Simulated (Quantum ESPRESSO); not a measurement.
The system is La2O3.

```
CELL_PARAMETERS angstrom
6.26678 0.00000 0.00000
-3.13339 5.42719 0.00000
0.00000 0.00000 3.29977
ATOMIC_POSITIONS crystal
La 0.66667 0.33333 0.50000
La 0.33333 0.66667 0.50000
O 0.50801 0.00000 0.00000
O 0.00000 0.50801 0.00000
O 0.49199 0.49199 0.00000
```

The cell comes from a database or a generator and needn't be the stable form of this composition.

Program: Quantum ESPRESSO 7.5. Alike in all runs: no spin polarisation; cell as given; k mesh 5 × 5 × 8; smearing fermi-dirac 0.05 eV.

Q: Order these runs on this cell by their pressure, lowest first.
A. level PBEsol; potentials or basis GBRV 1.5 PBEsol; cutoff (eV) 612
B. level PBE; potentials or basis SSSP 1.3 efficiency PBE; cutoff (eV) 748
C. level LDA; potentials or basis GBRV 1.5 LDA; cutoff (eV) 612; form of the LDA correlation PZ81

A: C (-3.0 GPa), A (-0.9 GPa), B (2.4 GPa).
